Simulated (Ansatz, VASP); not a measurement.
## Si54SbC53 (Sb_C) in two plane-wave programs

Aim: how closely do two programs agree when they are given the same cell, functional and k mesh? Of the first pair: The structure shown is the start of the Ansatz relaxation below; VASP solves that cell, so the two are compared at the walk's first step.

Calculated with Ansatz 0.2.0; plane waves, with VASP 6.6.1 beside it; single point at r2SCAN.

**1. The starting structure**

The cell holds 108 atoms: 54 Si, 53 C and 1 Sb. Its edges and angles: a = 9.236 Å, b = 9.236 Å, c = 15.108 Å, α = 90.0°, β = 90.0°, γ = 120.0°. It derives from SiC (SiC (P6_3mc)). Nearest the centre at fractional (0.556, 0.444, 0.542): Sb108 at 0.05 Å, Si47 at 1.87 Å, Si53 at 1.89 Å, Si29 at 1.89 Å, Si27 at 1.91 Å, C81 at 3.04 Å, C65 at 3.06 Å, C100 at 3.06 Å. The cell carries charge −1.

**2. Ansatz: relaxation, r2SCAN**

Ansatz runs on its PAW soft_1 files.

The two programs are compared at the cell with which this relaxation starts, whose forces are those of its first step.

input.yaml

```yaml
crystal:
  lattice:
    - [9.23599493, 0.0, 0.0]
    - [-4.61799746, 7.99860624, 0.0]
    - [0.0, 0.0, 15.1078644]
  atoms:
    - { symbol: Si, position: [0.11111111, 0.22222222, 0.8329854] }
    - { symbol: Si, position: [0.22222222, 0.11111111, 0.3329854] }
    - { symbol: Si, position: [0.22222222, 0.11111111, 0.66650102] }
[... 1 atom line left out ...]
    - { symbol: Si, position: [0.0, 0.0, 0.49972248] }
[... 2 atom lines left out ...]
    - { symbol: C, position: [0.0, 0.0, 0.37436694] }
    - { symbol: C, position: [0.11111111, 0.22222222, 0.70799668] }
[... 1 atom line left out ...]
    - { symbol: C, position: [0.22222222, 0.11111111, 0.54152848] }
[... 5 atom lines left out ...]
    - { symbol: Si, position: [0.0, 0.33333333, 0.49972248] }
[... 1 atom line left out ...]
    - { symbol: C, position: [0.0, 0.33333333, 0.87436694] }
    - { symbol: C, position: [0.0, 0.33333333, 0.37436694] }
    - { symbol: C, position: [0.11111111, 0.55555556, 0.70799668] }
[... 1 atom line left out ...]
    - { symbol: C, position: [0.22222222, 0.44444444, 0.54152848] }
[... 1 atom line left out ...]
    - { symbol: Si, position: [0.11111111, 0.88888889, 0.8329854] }
    - { symbol: Si, position: [0.22222222, 0.77777778, 0.3329854] }
    - { symbol: Si, position: [0.22222222, 0.77777778, 0.66650102] }
[... 1 atom line left out ...]
    - { symbol: Si, position: [0.0, 0.66666667, 0.49972248] }
[... 2 atom lines left out ...]
    - { symbol: C, position: [0.0, 0.66666667, 0.37436694] }
    - { symbol: C, position: [0.11111111, 0.88888889, 0.70799668] }
[... 1 atom line left out ...]
    - { symbol: C, position: [0.22222222, 0.77777778, 0.54152848] }
[... 5 atom lines left out ...]
    - { symbol: Si, position: [0.33333333, 0.0, 0.49972248] }
[... 1 atom line left out ...]
    - { symbol: C, position: [0.33333333, 0.0, 0.87436694] }
    - { symbol: C, position: [0.33333333, 0.0, 0.37436694] }
    - { symbol: C, position: [0.44444444, 0.22222222, 0.70799668] }
[... 1 atom line left out ...]
    - { symbol: C, position: [0.55555556, 0.11111111, 0.54152848] }
[... 2 atom lines left out ...]
    - { symbol: Si, position: [0.55555556, 0.44444444, 0.3329854] }
    - { symbol: Si, position: [0.55555556, 0.44444444, 0.66650102] }
[... 1 atom line left out ...]
    - { symbol: Si, position: [0.33333333, 0.33333333, 0.49972248] }
[... 3 atom lines left out ...]
    - { symbol: C, position: [0.44444444, 0.55555556, 0.70799668] }
[... 1 atom line left out ...]
    - { symbol: Sb, position: [0.55555556, 0.44444444, 0.54152848] }
[... 5 atom lines left out ...]
    - { symbol: Si, position: [0.33333333, 0.66666667, 0.49972248] }
[... 2 atom lines left out ...]
    - { symbol: C, position: [0.33333333, 0.66666667, 0.37436694] }
[... 5 atom lines left out ...]
    - { symbol: Si, position: [0.88888889, 0.11111111, 0.3329854] }
    - { symbol: Si, position: [0.88888889, 0.11111111, 0.66650102] }
[... 1 atom line left out ...]
    - { symbol: Si, position: [0.66666667, 0.0, 0.49972248] }
[... 2 atom lines left out ...]
    - { symbol: C, position: [0.66666667, 0.0, 0.37436694] }
    - { symbol: C, position: [0.77777778, 0.22222222, 0.70799668] }
[... 3 atom lines left out ...]
    - { symbol: Si, position: [0.77777778, 0.55555556, 0.8329854] }
[... 2 atom lines left out ...]
    - { symbol: Si, position: [0.77777778, 0.55555556, 0.16650102] }
[... 3 atom lines left out ...]
    - { symbol: C, position: [0.66666667, 0.33333333, 0.37436694] }
[... 4 atom lines left out ...]
    - { symbol: Si, position: [0.77777778, 0.88888889, 0.8329854] }
    - { symbol: Si, position: [0.88888889, 0.77777778, 0.3329854] }
[... 1 atom line left out ...]
    - { symbol: Si, position: [0.77777778, 0.88888889, 0.16650102] }
[... 2 atom lines left out ...]
    - { symbol: C, position: [0.66666667, 0.66666667, 0.87436694] }
    - { symbol: C, position: [0.66666667, 0.66666667, 0.37436694] }
[... 1 atom line left out ...]
    - { symbol: C, position: [0.88888889, 0.77777778, 0.20799668] }
[... 1 atom line left out ...]
    - { symbol: C, position: [0.77777778, 0.88888889, 0.04152848] }
  host:
    repeats: [3, 3, 1]
    atoms:
      - { symbol: Si, position: [0.33333333, 0.66666667, 0.8329854] }
      - { symbol: Si, position: [0.66666667, 0.33333333, 0.3329854] }
      # ... 10 more atoms of the perfect host
total_charge: -1
basis:
  ecutwfc: 500
  xc_grid: 2
hamiltonian:
  xc: r2scan
  pseudopotentials: { kind: paw, azcp: { folder: soft_1 } }
kpoints:
  mp_grid: { grid: [1, 1, 1], shift: [0.25, 0.25, 0.25] }
magnetization:
  spin_polarized: true
  initial_magnetization: 2
  spin_locking: { lock_magnetization: hard }
scf:
  occupations: { method: fixed }
  max_iter: 80
output:
  forces: true
  charged_corrections:
    epsilon: [7.09, 7.09, 7.35]
    static_epsilon: [10.43, 10.43, 10.95]
    defect_position: [0.555556, 0.444444, 0.541528]
relax:
  f_tol: 0.02
  max_steps: 80
  random_displacement: { amplitude: 0.05, seed: 6824 }
checkpoint:
  write: "../qm1_M2.relax.run"
  compress: false
  write_wavefunctions: true
  write_every: 100000
```

Launch:

```
> ansatz run input.yaml --threads 4 --pin off --max-ram 15073MiB --backend cpu --events-out ev --progress --plain --runs-dir out
```

Numbers of over 12 decimals in the logs are rounded to 6 here.

What it wrote:

```text
Warning: This run holds its total moment fixed (magnetization.spin_locking.lock_magnetization: hard) and mixes its density by anderson or broyden (scf.mixing.algorithm, typed or taken by auto). Slabs with a fixed moment have converged under broyden above another state at the same moment, at the default mixing steps and at smaller ones, and under scf.lower_state_search: standard, light or off a state that such a mixer [...]
Engine: ansatz 0.2.0, aarch64-unknown-linux-gnu
Pseudopotentials: kind: paw
Pseudopotential: Si, paw, valence charge 4, recommended cutoff 500 eV (meta_gga), soft_1/Si.paw.azcp
Pseudopotential: C, paw, valence charge 4, recommended cutoff 500 eV (meta_gga), soft_1/C.paw.azcp
Pseudopotential: Sb, paw, valence charge 15, recommended cutoff 500 eV (meta_gga), soft_1/Sb.paw.azcp
Functional definition: r2SCAN
  parameter k0 = 0.174
  parameter k1 = 0.065
  parameter a1 = 4.9479
  exchange = r2scan_x(k0 = k0, k1 = k1, a1 = a1)
  correlation = r2scan_c
Crystal: 108 atoms, lattice volume = 1116.095 Å³
Basis set: ecut = 500 eV, 28399 PW (Γ), exchange–correlation on 144×144×240 points (8 copies of the dense FFT grid, shifted against one another)
Bands: 331, of which v1, the nominal top of the filled ones, is band 222 counted from 1 (221 counted from 0)
Symmetry: 1 space group operations
k-points: 1
Non-local potential: Si, projectors of the file, l = 0: 2, l = 1: 2, l = 2: 1
Non-local potential: C, projectors of the file, l = 0: 2, l = 1: 2, l = 2: 1
Non-local potential: Sb, projectors of the file, l = 0: 2, l = 1: 2, l = 2: 2, l = 3: 1
PAW form: soft (Blöchl's): semilocal exchange-correlation on the pseudo side does not see the compensation charge
PAW frozen core: Si, regenerated for the run's functional (the file was generated under x = pbe(κ = 0.804, μ = 0.219515), c = pbe(β = 0.066725))
PAW frozen core: C, regenerated for the run's functional (the file was generated under x = pbe(κ = 0.804, μ = 0.219515), c = pbe(β = 0.066725))
PAW frozen core: Sb, regenerated for the run's functional (the file was generated under x = pbe(κ = 0.804, μ = 0.219515), c = pbe(β = 0.066725))
PAW one-centre angular grid: Si, 302 points (default); XC on 160 Gauss nodes
PAW one-centre angular grid: C, 302 points (default); XC on 219 of its mesh's 2255 points in the sphere
PAW one-centre angular grid: Sb, 590 points (default); XC on 160 Gauss nodes
Initial density: superposition of atomic densities (chi_scale 0.1, normalization cell)
Starting moments: Σ|m| = 2 μB on 108 of 108 sites
Initial wavefunctions: pseudopotential atomic-orbital guess
Functional: x = r2scan, c = r2scan; τ floored in thin density (d = 2e-4 eV/Å³)
SCF iter   1: F=—  HF=-54413.816064 eV  |F-HF|=—  |Δ(HF+E_count)|=         —  Δρ=7.13e-2 (↑7.03e-2 ↓7.13e-2)  dr2=2.78e2  dr2_τ=7.35e0  dr2_m=1.26e-2  M=2.000 μB ∫|m|=2.000 μB  β_m=1.20  ethr=3.10e-3  ⟨swp⟩=5.0  Hψ=2251  notcnv=0  defer=210
preconditioner: auto → Resta (q_TF=auto, 2.340 Å⁻¹)  ε∞=3.8  [insulator: Δε(μ)=0.261 eV  Ē_g=13.741 eV  n_scr=244 (ndim 8)  ℏωp=23.2 eV  f_vac=0.000  ε∞_Penn≈3.8]
spin=Collinear: Resta preconditioning applied to the charge; magnetization (m = ρ↑ − ρ↓) channel mixes plain (no charge-response kernel on spin).
SCF iter   2: F=—  HF=-54360.154152 eV  |F-HF|=—  |Δ(HF+E_count)|=    5.37e1  Δρ=4.13e-2 (↑4.13e-2 ↓4.13e-2)  dr2=9.03e1  dr2_τ=3.78e-1  dr2_m=1.76e-3  M=2.000 μB ∫|m|=2.076 μB  β_m=1.20  ethr=3.10e-3  ⟨swp⟩=3.0  Hψ=1122  notcnv=0  defer=213  κ⁻¹=1.0e0(r=1)
SCF iter   3: F=—  HF=-54343.564853 eV  |F-HF|=—  |Δ(HF+E_count)|=    1.66e1  Δρ=1.58e-2 (↑1.58e-2 ↓1.57e-2)  dr2=7.78e0  dr2_τ=3.40e-2  dr2_m=4.98e-4  M=2.000 μB ∫|m|=2.151 μB  β_m=1.20  ethr=3.10e-3  ⟨swp⟩=3.0  Hψ=1014  notcnv=0  defer=212  κ⁻¹=6.2e-2(r=2)
SCF iter   4: F=—  HF=-54344.293606 eV  |F-HF|=—  |Δ(HF+E_count)|=   7.29e-1  Δρ=1.03e-2 (↑1.03e-2 ↓1.03e-2)  dr2=2.73e0  dr2_τ=1.44e-2  dr2_m=2.51e-4  M=2.000 μB ∫|m|=2.136 μB  β_m=1.20  ethr=1.75e-3  ⟨swp⟩=3.0  Hψ=938  notcnv=0  defer=214  κ⁻¹=4.0e-3(r=3)
SCF iter   5: F=—  HF=-54344.746659 eV  |F-HF|=—  |Δ(HF+E_count)|=   4.53e-1  Δρ=1.47e-3 (↑1.47e-3 ↓1.45e-3)  dr2=1.34e-1  dr2_τ=7.85e-4  dr2_m=2.21e-4  M=2.000 μB ∫|m|=2.112 μB  β_m=1.20  ethr=6.14e-4  ⟨swp⟩=3.0  Hψ=894  notcnv=0  defer=213  κ⁻¹=1.8e-4(r=4)
[...]
- { symbol: Si, position: [0.222974, 0.110819, 0.667751] }
    - { symbol: Si, position: [0.111434, 0.222665, 0.165766] }
    - { symbol: Si, position: [-0.000305739, 0.00136585, 0.499390] }
    - { symbol: Si, position: [0.00129583, 7.623070703248335e-5, 0.999995] }
    - { symbol: C, position: [0.00255692, -0.000638862, 0.874884] }
    - { symbol: C, position: [-0.000987887, 0.00216665, 0.373730] }
    - { symbol: C, position: [0.112896, 0.222639, 0.708586] }
    - { symbol: C, position: [0.222133, 0.111244, 0.206189] }
    - { symbol: C, position: [0.216813, 0.104826, 0.542280] }
    - { symbol: C, position: [0.111469, 0.222105, 0.041576] }
    - { symbol: Si, position: [0.113566, 0.555645, 0.833896] }
    - { symbol: Si, position: [0.219423, 0.446977, 0.329737] }
    - { symbol: Si, position: [0.222862, 0.445095, 0.667903] }
    - { symbol: Si, position: [0.112011, 0.556892, 0.165348] }
    - { symbol: Si, position: [0.000215497, 0.335227, 0.499823] }
    - { symbol: Si, position: [0.00153981, 0.333417, 0.999791] }
    - { symbol: C, position: [0.00262894, 0.332786, 0.874768] }
    - { symbol: C, position: [-0.00110368, 0.336123, 0.373921] }
    - { symbol: C, position: [0.112872, 0.556376, 0.709042] }
    - { symbol: C, position: [0.222092, 0.446107, 0.206370] }
    - { symbol: C, position: [0.216537, 0.446246, 0.542314] }
    - { symbol: C, position: [0.112227, 0.555651, 0.041822] }
    - { symbol: Si, position: [0.113467, 0.888533, 0.833822] }
    - { symbol: Si, position: [0.221449, 0.779669, 0.331962] }
    - { symbol: Si, position: [0.223519, 0.778329, 0.666508] }
    - { symbol: Si, position: [0.111701, 0.889884, 0.165523] }
    - { symbol: Si, position: [0.000893387, 0.668394, 0.498952] }
    - { symbol: Si, position: [0.00261735, 0.666980, 1.000751] }
    - { symbol: C, position: [0.00494389, 0.667290, 0.876906] }
    - { symbol: C, position: [-0.00158249, 0.668388, 0.373571] }
    - { symbol: C, position: [0.112837, 0.889140, 0.709153] }
    - { symbol: C, position: [0.222545, 0.778947, 0.207280] }
    - { symbol: C, position: [0.222751, 0.778564, 0.540990] }
    - { symbol: C, position: [0.112293, 0.889142, 0.041641] }
    - { symbol: Si, position: [0.444726, 0.217997, 0.837586] }
    - { symbol: Si, position: [0.553890, 0.110608, 0.329580] }
    - { symbol: Si, position: [0.556517, 0.110909, 0.667743] }
    - { symbol: Si, position: [0.444738, 0.223461, 0.166204] }
    - { symbol: Si, position: [0.332837, 0.000372981, 0.498942] }
    - { symbol: Si, position: [0.334570, -0.00108394, 1.000741] }
    - { symbol: C, position: [0.334678, -0.0029302, 0.876935] }
    - { symbol: C, position: [0.332510, 0.00255665, 0.373548] }
    - { symbol: C, position: [0.442226, 0.215018, 0.714274] }
    - { symbol: C, position: [0.555358, 0.111249, 0.206078] }
    - { symbol: C, position: [0.554272, 0.105381, 0.542161] }
    - { symbol: C, position: [0.445686, 0.222310, 0.041789] }
    - { symbol: Si, position: [0.444766, 0.557154, 0.837945] }
    - { symbol: Si, position: [0.555052, 0.445966, 0.332363] }
[...]
- { symbol: Sb, position: [0.554507, 0.446807, 0.544479] }
[...]
- { symbol: Si, position: [0.688952, 0.312308, 0.490172] }
    - { symbol: Si, position: [0.668684, 0.332887, 1.000602] }
[...]
- { symbol: C, position: [0.895888, 0.446998, 0.542204] }
    - { symbol: C, position: [0.779055, 0.555728, 0.041788] }
    - { symbol: Si, position: [0.779964, 0.888423, 0.833548] }
    - { symbol: Si, position: [0.891008, 0.781196, 0.329406] }
    - { symbol: Si, position: [0.891110, 0.778892, 0.667769] }
    - { symbol: Si, position: [0.778866, 0.890079, 0.165756] }
    - { symbol: Si, position: [0.691390, 0.716366, 0.489841] }
    - { symbol: Si, position: [0.668273, 0.667331, 1.000972] }
    - { symbol: C, position: [0.669761, 0.666960, 0.876347] }
    - { symbol: C, position: [0.669035, 0.675189, 0.368734] }
    - { symbol: C, position: [0.779303, 0.889064, 0.708573] }
    - { symbol: C, position: [0.890489, 0.779660, 0.206208] }
    - { symbol: C, position: [0.896351, 0.784280, 0.542323] }
    - { symbol: C, position: [0.779085, 0.889655, 0.041592] }
```

Reading the cycles: dr2 is the Hartree energy of the density residual (eV), the measure of convergence; HF is the Harris–Foulkes estimate of the energy, which meets the free energy F at convergence.

[end of part 1 of 3]

[Lines on the potential files, build, host, timing and source positions are cut from VASP's logs without a mark.]

[Logs are printed without paths, hosts, clocks, repeated set-up lines and the standing remarks that a program may print on its own settings, such as how far it seeks lower states.]

[Hosts, paths, dates, database ids (printed as entryN), source tags and the programs' standing remarks are cut or masked in the printed files.]
